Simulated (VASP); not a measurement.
Write the native input for VASP 6.6.1 that does the following.

```yaml
Task: single point
Functional: HSE06
Potentials_or_basis: VASP PAW PBE potentials, release 64 (Pb_d, O)
Cutoff: 520 eV
k_mesh: 4 × 4 × 4
Occupations: gaussian, width 0.01 eV
Spin: no spin polarisation
Dipole_correction: no
Exchange_at_q_=_0: truncated
Grid_for_exact_exchange_PRECFOCK: Normal
Screening_parameter: 0.2079 1/A
Further_INCAR_settings: ALGO = Normal; EDIFF = 1e-06; NBANDS = 17
```

Crystal: PbO.

```
Pb O
1.0
     0.00000    2.79878    2.79878
     2.79878    0.00000    2.79878
     2.79878    2.79878    0.00000
Pb O
1 1
Direct
  0.00000 0.00000 0.00000
  0.25000 0.25000 0.25000
```

The cell was built by a generator and needn't be a form met in nature.

One way to write it, as run:

POSCAR

```
PbO
1.0
    0.0000000000      2.7987768025      2.7987768025
    2.7987768025      0.0000000000      2.7987768025
    2.7987768025      2.7987768025      0.0000000000
Pb O
1 1
Direct
    0.0000000000      0.0000000000      0.0000000000
    0.2500000000      0.2500000000      0.2500000000
```

INCAR.step1

```
  PREC = Accurate
  ENCUT = 520
  EDIFF = 1E-5
  ISMEAR = 0
  SIGMA = 0.01
  LREAL = F
  LASPH = T
  NELM = 100
  ALGO = Normal
  ISIF = 2
  LWAVE = T
  LCHARG = F
  GGA = PE
  NBANDS = 17
```

INCAR.step2

```
  PREC = Accurate
  ENCUT = 520
  EDIFF = 1E-6
  ISMEAR = 0
  SIGMA = 0.01
  LREAL = F
  LASPH = T
  NELM = 100
  ALGO = Normal
  ISIF = 2
  LWAVE = F
  LCHARG = F
  GGA = PE
  LHFCALC = T
  HFSCREEN = 0.2079
  PRECFOCK = Normal
  ISTART = 1
  NBANDS = 17
```

KPOINTS

```
Automatic mesh
0
Gamma
  4 4 4
```

Potentials or basis: VASP PAW PBE potentials, release 64 (Pb_d, O).

Run with:

```console
$ cat potpaw_PBE.64/Pb_d/POTCAR potpaw_PBE.64/O/POTCAR > POTCAR
$ cp INCAR.step1 INCAR
$ mpirun -np 1 vasp_std > vasp.out
$ cp INCAR.step2 INCAR
$ mpirun -np 1 vasp_std > vasp.out
```

Results of the run:

```json
{"Pressure": "0.4 GPa", "Band gap on the k mesh": "1.04 eV, indirect (least direct gap 1.25 eV)"}
```

Caveat: the k mesh is coarse (spacing up to 0.49 Å⁻¹), so the values aren't converged, least of all with exact exchange; the PAW data sets were made with another functional, which shifts forces and pressure a little; spin-orbit coupling is left out, which as a rule narrows the gap of such compounds by several tenths of an eV.

Run time: 4.2 min on 1 thread of Intel(R) Xeon(R) Platinum 8559C (Emerald Rapids), with other jobs on the host, peak memory 0.27 GiB.
